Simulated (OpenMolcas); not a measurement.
# C2H2Cl2 (SMILES Cl/C=C\Cl): CCSD(T)/6-31G(d) (spherical functions)

Aim: the energy change on altering one bond length of C2H2Cl2 at CCSD(T)/6-31G* (spherical functions), from 2 runs. 

The results are computed with OpenMolcas 26.06.

1 further run of the same task is left out (it didn't finish).

## (1) The molecule

C2H2Cl2 has 6 atoms, charge 0, and is taken as a singlet. As SMILES, `Cl/C=C\Cl`. The coordinates come from a PBE0-D4/def2-TZVP relaxation.

Bond lengths: Cl1–C2 1.705 Å, C2–C3 1.324 Å, C3–Cl4 1.705 Å, C2–H5 1.082 Å, C3–H6 1.082 Å. Angles: Cl1–C2–C3 124.9°, C2–C3–Cl4 124.9°, Cl1–C2–H5 114.8°, C3–C2–H5 120.4°, C2–C3–H6 120.4°, Cl4–C3–H6 114.8°.

## (2) The energy at CCSD(T)/6-31G(d) (spherical functions)

job.inp

```
&GATEWAY
BASLIB
$CurrDir
COORD
6
angstrom
Cl       0.715370      -1.874620      -0.448160
C        0.641760      -0.223420      -0.028920
C       -0.475600       0.475660       0.100770
Cl      -2.046720      -0.146510      -0.127570
H        1.602850       0.246110       0.133560
H       -0.437660       1.522780       0.370320
BASIS
6-31Gs
GROUP
NoSym
&SEWARD
&SCF
PRORBITALS
0
&RASSCF
FILEORB
$Project.ScfOrb
SPIN
1
NACTEL
0 0 0
INACTIVE
24
RAS2
0
OUTORBITALS
Canonical
ORBLISTING
Nothing
&MOTRA
JOBIPH
FROZEN
12
&CCSDT
CCT
TRIPLES
2
ITERATIONS
50
EXTRAPOLATION
5 4
```

The basis set 6-31G* is read from a file made from the Basis Set Exchange's data (not shown).

On the command line:

```
export MOLCAS_MEM=1860
pymolcas job.inp > job.log
```

Standard output (excerpt; [...] marks lines left out):

```text
--- Start Module: gateway ---
[...]
--- Stop Module: gateway /rc=_RC_ALL_IS_WELL_ ---
[...]
      Basis functions           68
[...]
       Convergence after  11 Iterations
[...]
::    Total SCF energy                               -995.8257262094
[...]
      Total spin, S                                     0.0000000000
[...]
      Number of active orbitals                  0
[...]
      Spin quantum number                      0.0
[...]
      Active orbitals                            0
[...]
      Number of CSFs                             1
[...]
      Number of root(s) required                 1
[...]
      Convergence after  4 iterations
[...]
      Natural orbitals and occupation numbers for root  1
      ************************************************************************************************************************
      *                                                    Final results                                                     *
      ************************************************************************************************************************
[...]
::    RASSCF root number  1 Total energy:   -995.82572621
[...]
      Total electronic charge=   48.000000
      Total            charge=   -0.000000
[...]
      Dipole Moment (debye):
      Origin of the operator (angstrom)=   -0.4522   -0.6864   -0.1955
                   X=  1.2250E+00               Y=  1.8596E+00               Z=  5.2973E-01           Total=  2.2890E+00
      Quadrupole Moment (debye*angstrom):
[...]
--- Start Module: motra ---
[...]
      *** WARNING: Default frozen orbitals is overwritten by user input.
      *** Default values:  12
[...]
--- Stop Module: motra /rc=_RC_ALL_IS_WELL_ ---
--- Start Module: ccsdt ---
[...]
      Convergence after                    14  Iterations
      Total energy (diff) :    -996.37387342       0.00000002
[...]
 METHOD                       : CCSD+T(CCSD)+<T3(1)WT1> = CCSD(T)
[...]
       CCSD     =      -996.3738734235340
[...]
--- Stop Module: ccsdt /rc=_RC_ALL_IS_WELL_ ---
[...]
```

Run time: 45 s. Hardware: 1 thread of Intel Xeon Platinum 8259CL at 2.50GHz (Skylake/Cascade Lake), shared host; peak memory 0.41 GiB.

## (3) The distorted shape, same level

job.input

```
* C2H2Cl2 CCSD(T)

&GATEWAY
 BASLIB = $CurrDir
 COORD
 6
 angstrom
 Cl       0.234808      -2.109393      -0.529403
 C        0.161198      -0.458193      -0.110163
 C       -0.956162       0.240887       0.019527
 Cl      -2.527282      -0.381283      -0.208813
 H        1.602850       0.246110       0.133560
 H       -0.918222       1.288007       0.289077
 BASIS = 6-31Gs
 GROUP = NoSym

&SEWARD

&SCF
 PRORBITALS = 0

&RASSCF
 FILEORB = $Project.ScfOrb
 SPIN = 1
 NACTEL = 0 0 0
 INACTIVE = 24
 RAS2 = 0
 OUTORBITALS = Canonical
 ORBLISTING = Nothing

&MOTRA
 JOBIPH
 FROZEN = 12

&CCSDT
 CCT
 TRIPLES = 2
 ITERATIONS = 50
 EXTRAPOLATION = 5 4
```

The basis set 6-31G* is read from a file made from the Basis Set Exchange's data (not shown).

On the command line:

```
export MOLCAS_MEM=1860
pymolcas job.input > job.log
```

Standard output (excerpt; [...] marks lines left out):

```text
--- Start Module: gateway ---
[...]
--- Stop Module: gateway /rc=_RC_ALL_IS_WELL_ ---
[...]
      Basis functions           68
[...]
       Convergence after  11 Iterations
[...]
::    Total SCF energy                               -995.7328417580
[...]
      Total spin, S                                     0.0000000000
[...]
      Number of active orbitals                  0
[...]
      Spin quantum number                      0.0
[...]
      Active orbitals                            0
[...]
      Number of CSFs                             1
[...]
      Number of root(s) required                 1
[...]
      Convergence after  4 iterations
[...]
      Natural orbitals and occupation numbers for root  1
      ************************************************************************************************************************
      *                                                    Final results                                                     *
      ************************************************************************************************************************
[...]
::    RASSCF root number  1 Total energy:   -995.73284176
[...]
      Total electronic charge=   48.000000
      Total            charge=   -0.000000
[...]
      Dipole Moment (debye):
      Origin of the operator (angstrom)=   -0.9277   -0.9188   -0.2759
                   X=  1.0017E+00               Y=  1.6088E+00               Z=  4.5572E-01           Total=  1.9491E+00
      Quadrupole Moment (debye*angstrom):
[...]
--- Start Module: motra ---
[...]
      *** WARNING: Default frozen orbitals is overwritten by user input.
      *** Default values:  12
[...]
--- Stop Module: motra /rc=_RC_ALL_IS_WELL_ ---
--- Start Module: ccsdt ---
[...]
      Convergence after                    16  Iterations
      Total energy (diff) :    -996.29687824       0.00000006
[...]
 METHOD                       : CCSD+T(CCSD)+<T3(1)WT1> = CCSD(T)
[...]
       CCSD     =      -996.2968782430837
[...]
--- Stop Module: ccsdt /rc=_RC_ALL_IS_WELL_ ---
[...]
```

Run time: 56 s. Hardware: 1 thread of Intel Xeon Platinum 8259CL at 2.50GHz (Skylake/Cascade Lake), shared host; peak memory 0.41 GiB.

## (4) Outcome

At CCSD(T)/6-31G* (spherical functions), 12 core orbitals frozen:

| quantity | value |
| --- | --- |
| first shape: total energy | -996.39216 Eh |
| first shape: dipole moment (mean-field density) | 2.29 D |
| first shape: HOMO energy (Hartree–Fock orbitals) | -9.94 eV |
| first shape: LUMO energy (Hartree–Fock orbitals) | 3.86 eV |
| first shape: HOMO–LUMO gap (Hartree–Fock orbitals) | 13.80 eV |
| first shape: correlation energy (12 core orbitals frozen) | -566.4 mEh |
| first shape: (T) correction | -18.29 mEh |
| distorted shape: total energy | -996.31750 Eh |
| distorted shape: dipole moment (mean-field density) | 1.95 D |
| distorted shape: HOMO energy (Hartree–Fock orbitals) | -10.03 eV |
| distorted shape: LUMO energy (Hartree–Fock orbitals) | 2.72 eV |
| distorted shape: HOMO–LUMO gap (Hartree–Fock orbitals) | 12.76 eV |
| distorted shape: correlation energy (12 core orbitals frozen) | -584.7 mEh |
| distorted shape: (T) correction | -20.62 mEh |
| energy change with the C2–H5 bond stretched from 1.082 to 1.623 Å | 2.032 eV |

With the C2–H5 bond stretched from 1.082 to 1.623 Å the energy rises by 2.03 eV (47 kcal/mol). The first shape isn't relaxed at this level, so the change isn't measured from a minimum. Mulliken charges (first shape) of the mean-field density run from -0.27 on C2 to +0.25 on H5; they depend strongly on the basis. The triples (first shape) make up 3.2 % of the correlation energy. The triples (distorted shape) make up 3.5 % of the correlation energy.
